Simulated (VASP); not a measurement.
# Se (P3_121) in VASP: a series of runs, part 2 of 2

VASP 6.6.1. The steps go on from the part before.

### 3 Single point, HSE06

Contents of POSCAR:

```
Se
1.0
    4.3662000000      0.0000000000      0.0000000000
   -2.1831000000      3.7812401180      0.0000000000
    0.0000000000      0.0000000000      4.9536000000
Se
3
Direct
    0.7746000000      0.7746000000      0.0000000000
    0.0000000000      0.2254000000      0.6666666667
    0.2254000000      0.0000000000      0.3333333333
```

Contents of INCAR.step1:

```
SYSTEM = Se
ALGO     = Normal         ! electronic algorithm
EDIFF    = 1E-5           ! SCF threshold, eV
ENCUT    = 340            ! plane-wave cutoff, eV
GGA      = PE             ! functional
ISIF     = 2              ! what is computed and relaxed
ISMEAR   = 0              ! smearing method
LASPH    = .TRUE.         ! aspherical terms in the spheres
LREAL    = .FALSE.        ! projectors in reciprocal space
LWAVE    = .TRUE.         ! write WAVECAR
NBANDS   = 17             ! bands
NELM     = 100            ! most SCF steps
NKRED    = 1            
PREC     = Accurate       ! precision mode
SIGMA    = 0.01           ! smearing width, eV
```

Contents of INCAR.step2:

```
SYSTEM = Se
ALGO     = Normal         ! electronic algorithm
EDIFF    = 1E-6           ! SCF threshold, eV
ENCUT    = 340            ! plane-wave cutoff, eV
GGA      = PE             ! functional
HFSCREEN = 0.2            ! screening, 1/A
ISIF     = 2              ! what is computed and relaxed
ISMEAR   = 0              ! smearing method
ISTART   = 1            
LASPH    = .TRUE.         ! aspherical terms in the spheres
LCHARG   = .FALSE.        ! write CHGCAR
LHFCALC  = .TRUE.         ! exact exchange
LREAL    = .FALSE.        ! projectors in reciprocal space
LWAVE    = .FALSE.        ! write WAVECAR
NBANDS   = 17             ! bands
NELM     = 100            ! most SCF steps
NKRED    = 1            
PREC     = Accurate       ! precision mode
PRECFOCK = Fast         
SIGMA    = 0.01           ! smearing width, eV
```

Contents of KPOINTS:

```
k-points
0
G
  4 4 4
  0 0 0
```

Potentials or basis: VASP PAW PBE potentials, release 64 (Se).

Started as:

```console
> cat potpaw_PBE.64/Se/POTCAR > POTCAR
> cp INCAR.step1 INCAR
> mpirun -np 1 vasp_std > vasp.out
> cp INCAR.step2 INCAR
> mpirun -np 1 vasp_std > vasp.out
```

OUTCAR:

```text
SYSTEM = Se
   EDIFF = 1E-6
   ENCUT = 340
   GGA = PE
   HFSCREEN = 0.2
   ISIF = 2
   ISMEAR = 0
   ISTART = 1
   LASPH = .TRUE.
   LHFCALC = .TRUE.
   LREAL = .FALSE.
   NELM = 100
   NKRED = 1
   PREC = Accurate
   PRECFOCK = Fast

 Found     13 irreducible k-points:

 Following reciprocal coordinates:
            Coordinates               Weight
  0.000000  0.000000  0.000000      1.000000
  0.250000  0.000000  0.000000      6.000000
  0.500000  0.000000  0.000000      3.000000
  0.250000  0.250000  0.000000      6.000000
  0.000000  0.000000  0.250000      2.000000
  0.250000  0.000000  0.250000      6.000000
   k-points           NKPTS =     13   k-points in BZ     NKDIM =     64   number of bands    NBANDS=     17
   number of dos      NEDOS =    301   number of ions     NIONS =      3
   total plane-waves  NPLWV =  23520
   dimension x,y,z NGX =    28 NGY =   28 NGZ =   30
   dimension x,y,z NGXF=    56 NGYF=   56 NGZF=   60
   ions per type =               3
   NGX,Y,Z   is equivalent  to a cutoff of  10.66, 10.66, 10.07 a.u.
   NGXF,Y,Z  is equivalent  to a cutoff of  21.32, 21.32, 20.14 a.u.
 SYSTEM =  Se
   PREC   = accura    normal or accurate (medium, high low for compatibility)
   ISTART =      1    job   : 0-new  1-cont  2-samecut
   ICHARG =      0    charge: 1-file 2-atom 10-const
   ISPIN  =      1    spin polarized calculation?
   LNONCOLLINEAR =      F non collinear calculations
   LSORBIT =      F    spin-orbit coupling
   LASPH  =      T    aspherical Exc in radial PAW
   ENCUT  =  340.0 eV  24.99 Ry    5.00 a.u.   6.56  6.56  7.45*2*pi/ulx,y,z
   NELM   =    100;   NELMIN=  2; NELMDL=  0     # of ELM steps
   EDIFF  = 0.1E-05   stopping-criterion for ELM
   LREAL  =      F    real-space projection
   EDIFFG = 0.1E-04   stopping-criterion for IOM
   NSW    =      0    number of steps for IOM
   IBRION =     -1    ionic relax: 0-MD 1-quasi-New 2-CG
   NFREE  =      0    steps in history (QN), initial steepest desc. (CG)
   ISIF   =      2    stress and relaxation
   ISYM   =      3    0-nonsym 1-usesym 2-fastsym
   POTIM  = 0.5000    time-step for ionic-motion
   TEBEG  =    0.0;   TEEND  =   0.0 temperature during run
   PSTRESS=    0.0 pullay stress
   NELECT =      18.0000    total number of electrons
   NUPDOWN=      -1.0000    fix difference up-down
   EMIN   =  10.00;   EMAX   =-10.00  energy-range for DOS
   EFERMI =   0.00;   METHOD = LEGACY
   ISMEAR =     0;   SIGMA  =   0.01  broadening in eV -4-tet -1-fermi 0-gaus
   EFERMI_NEDOS =   21; number of points for ismear=-14 and -15
   IALGO  =     38    algorithm
   IMIX   =      1    mixing-type and parameters
     AMIX     =   0.40;   BMIX     =  1.00
     AMIX_MAG =   1.60;   BMIX_MAG =  1.00
  volume/ion in A,a.u.               =      27.26       183.96
  Fermi-wavevector in a.u.,A,eV,Ry     =   0.988430  1.867862 13.292817  0.976995
  Thomas-Fermi vector in A             =   2.119956
   LORBIT       =      0    0 simple, 1 ext, 2 COOP (PROOUT), +10 PAW based schemes
   GGA     = PE    functional components
   LHFCALC =     T    Hartree Fock is set to
   PRECFOCK=fast      Normal, Fast or Accurate (Low or Medium for compatibility)
   ENCUT4O =  -1.0   cutoff for four orbital integrals eV
   NKREDX  =     1    reduce k-point grid by
   NKREDY  =     1    reduce k-point grid by
   NKREDZ  =     1    reduce k-point grid by
   AEXX    =    0.2500 exact exchange contribution
   HFSCREEN=    0.2000 screening length (either q_TF or 0.3 A-1)
   HFSCREENC=   0.2000 screening length for correlation (either q_TF or 0.3 A-1)
   ENCUTFOCK=  -1.0 apply spherical cutoff to Coloumb kernel
   IVDW    =     0    specifies the selected vdW correction
   LEPSILON=     F    determine dielectric tensor
   LRPA    =     F    only Hartree local field effects (RPA)
 non-spin polarized calculation
 Gauss-broadening in eV      SIGMA  =   0.01
  energy-cutoff  :      340.00
  volume of cell :       81.78
 maximum number of plane-waves:      1202
 NGX is ok and might be reduce to    28
  NGX = 16; NGY = 16; NGZ = 18

 number of electron      17.9999996 magnetization

 Free energy of the ion-electron system (eV)
  ---------------------------------------------------
  ext. energy  EPLUGINS =         0.00000000
  ---------------------------------------------------
  free energy    TOTEN  =       -13.28638501 eV

  energy without entropy =      -13.28638501  energy(sigma->0) =      -13.28638501

 E-fermi :   2.2974     XC(G=0):  -7.3660

 val. band max:        2.1866035481   @ k =   0.5000   0.0000   0.5000
 cond. band min:       4.1471618393   @ k =   0.0000   0.0000   0.5000
 fundamental gap:      1.9605582912
 Fermi energy:         2.2974009962

 k-point     1 :       0.0000    0.0000    0.0000
  band No.  band energies     occupation
      1     -15.1875      2.00000
      2     -10.6070      2.00000
      3     -10.6070      2.00000
      4      -1.9085      2.00000
      5      -1.9085      2.00000
      6      -1.8833      2.00000
[... 9 lines left out ...]
     16      11.5406      0.00000
     17      11.8914      0.00000

 k-point     2 :       0.2500    0.0000    0.0000
  band No.  band energies     occupation
      1     -14.9426      2.00000
      2     -10.8444      2.00000
      3     -10.5809      2.00000
      4      -3.0988      2.00000
      5      -2.5096      2.00000
      6      -1.7459      2.00000
[... 9 lines left out ...]
     16      12.0023      0.00000
     17      12.2640      0.00000

 k-point     3 :       0.5000    0.0000    0.0000
  band No.  band energies     occupation
      1     -14.6478      2.00000
      2     -11.1693      2.00000
      3     -10.5532      2.00000
      4      -3.4388      2.00000
      5      -2.8938      2.00000
      6      -1.6315      2.00000
[... 9 lines left out ...]
     16      12.9553      0.00000
     17      13.6792      0.00000

 k-point     4 :       0.2500    0.2500    0.0000
  band No.  band energies     occupation
      1     -14.6527      2.00000
      2     -11.0088      2.00000
      3     -10.7244      2.00000
      4      -3.2786      2.00000
      5      -3.1209      2.00000
      6      -1.3414      2.00000
[... 9 lines left out ...]
     16      12.5475      0.00000
     17      13.6330      0.00000

 k-point     5 :       0.0000    0.0000    0.2500
  band No.  band energies     occupation
      1     -14.8608      2.00000
      2     -12.4198      2.00000
      3      -8.8875      2.00000
      4      -2.5909      2.00000
      5      -1.7194      2.00000
      6      -1.5755      2.00000
[... 9 lines left out ...]
     16      10.6287      0.00000
     17      11.6482      0.00000

 k-point     6 :       0.2500    0.0000    0.2500
  band No.  band energies     occupation
      1     -14.6290      2.00000
      2     -12.3170      2.00000
      3      -9.3311      2.00000
      4      -3.0883      2.00000
      5      -2.6268      2.00000
      6      -1.4864      2.00000
[... 9 lines left out ...]
     16      11.2323      0.00000
     17      12.3313      0.00000

 [... further k-points ...]

------------------------ aborting loop because EDIFF is reached ----------------------------------------

  FORCE on cell =-STRESS in cart. coord.  units (eV):
  Direction    XX          YY          ZZ          XY          YZ          ZX
  --------------------------------------------------------------------------------------
  -------------------------------------------------------------------------------------
  Total        0.3498754      0.3498754      0.0734890      0.0000000      0.0000000      0.0000000
  in kB        6.8543331      6.8543331      1.4397065      0.0000000      0.0000000      0.0000000
  external PRESSURE =       5.0494576 kB  Pullay stress =       0.0000000 kB

 VOLUME and BASIS-vectors are now :
 -----------------------------------------------------------------------------
  energy-cutoff  :      340.00
  volume of cell :       81.78
      direct lattice vectors                 reciprocal lattice vectors
     4.366200000  0.000000000  0.000000000     0.229032110  0.132231751  0.000000000
    -2.183100000  3.781240118  0.000000000     0.000000000  0.264463501  0.000000000
     0.000000000  0.000000000  4.953600000     0.000000000  0.000000000  0.201873385

 POSITION                                       TOTAL-FORCE (eV/Angst)
 -----------------------------------------------------------------------------------
      1.69103      2.92895      0.00000         0.093345      0.161678     -0.000000
     -0.49207      0.85229      3.30240         0.093345     -0.161678     -0.000000
      0.98414      0.00000      1.65120        -0.186690     -0.000000      0.000000
 -----------------------------------------------------------------------------------
    total drift:                                0.000000     -0.000001      0.000000

  FREE ENERGIE OF THE ION-ELECTRON SYSTEM (eV)
  ---------------------------------------------------
  free  energy   TOTEN  =       -13.2863850141 eV

  energy  without entropy=      -13.2863850141  energy(sigma->0) =      -13.28638501
```

Run time: 1.9 min. Hardware: 1 thread of Intel Xeon 6975P-C (Granite Rapids), shared host; peak memory 0.26 GiB.

These settings aren't checked as converged: the numbers below hold their error.

Results:

| Property | Result |
| --- | --- |
| Free energy | -13.2864 eV |
| Pressure | 0.5 GPa |
| Largest force | 0.187 eV/Å |
| Band gap on the k mesh | 1.96 eV, indirect (least direct gap 2.41 eV) |

Caveat: the PAW data sets were made with another functional, which shifts forces and pressure a little.

### 4 For comparison

An earlier run on the cell as given: functional PBEsol; potentials or basis VASP PAW PBE potentials, release 64 (Se); cutoff 520 eV; k mesh 7 × 7 × 6; occupations fermi-dirac, width 0.05 eV; no spin polarisation.

- Pressure: 0.4 GPa
- Largest force: 0.333 eV/Å
- Band gap on the k mesh: 1.14 eV, indirect (least direct gap 1.43 eV)
